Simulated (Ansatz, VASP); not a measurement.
## Two plane-wave programs on CdS (Greenockite)

File INCAR:

```
  PREC = Accurate
  ENCUT = 520
  EDIFF = 1E-6
  ISMEAR = 0
  SIGMA = 0.018000000000000002
  LREAL = False
  LASPH = True
  NELM = 80
  ALGO = Normal
  ISIF = 2
  LWAVE = False
  LCHARG = False
  GGA = PE
```

File KPOINTS:

```
Automatic mesh
0
Gamma
  7 7 4
```

The input POSCAR:

```
CdS
1.0
    4.1500000000      0.0000000000      0.0000000000
   -2.0750000000      3.5940054257      0.0000000000
    0.0000000000      0.0000000000      6.7370000000
Cd S
2 2
Direct
    0.6666666667      0.3333333333      0.5000000000
    0.3333333333      0.6666666667      0.0000000000
    0.6666666667      0.3333333333      0.8750000000
    0.3333333333      0.6666666667      0.3750000000
```

The input input.yaml:

```yaml
crystal:
  lattice:
    - [4.15, 0.0, 0.0]
    - [-2.075, 3.5940054257, 0.0]
    - [0.0, 0.0, 6.737]
  atoms:
    - { symbol: Cd, position: [0.6666666667, 0.3333333333, 0.5] }
    - { symbol: Cd, position: [0.3333333333, 0.6666666667, 0.0] }
    - { symbol: S, position: [0.6666666667, 0.3333333333, 0.875] }
    - { symbol: S, position: [0.3333333333, 0.6666666667, 0.375] }
hamiltonian:
  xc: pbe
  pseudopotentials: { kind: paw }
kpoints:
  mp_grid: { grid: [7, 7, 4] }
scf:
  occupations: { method: gaussian, width: 0.018 }
output:
  forces: true
  stress: true
  eigenvalues: true
  write_density: true
  write_potential: true
  elf: true
  volumetric_format: npy
```

Alike in both runs: task single point; functional PBE; k mesh 7 × 7 × 4; occupations gaussian, width 0.018 eV; no spin polarisation.

|  | VASP | Ansatz |
| --- | --- | --- |
| version | VASP 6.6.1 | Ansatz 0.2.0 |
| potentials or method | VASP PAW PBE potentials, release 64 (Cd, S) | Ansatz PAW |
| plane-wave cutoff (eV) | 520 | 420 |
| valence electrons in the cell | 36 | 52 |

```csv
,VASP,Ansatz,Ansatz less VASP
gap on the k mesh at the Fermi level (eV),1.20,1.20,-0.002
least direct gap on the mesh (eV),1.20,1.20,-0.002
pressure (GPa),2.4,2.1,-0.34
largest component of the traceless stress (GPa),0.44,0.42,-0.014
rms of the force components (eV/Å),0.040,0.039,-0.0008
```

Atom by atom the forces differ by 0.001 eV/Å (rms over components). The functional is the same, so the differences come from potentials, cutoffs and numerics. The two sets of potentials don't hold the same shells in valence.

Caveats: odd divisions of the mesh miss points on the zone boundary, where band edges often lie, so the gap on the mesh can be too wide (Ansatz). A hybrid or GW would open this gap; PBE tends to underestimate it.
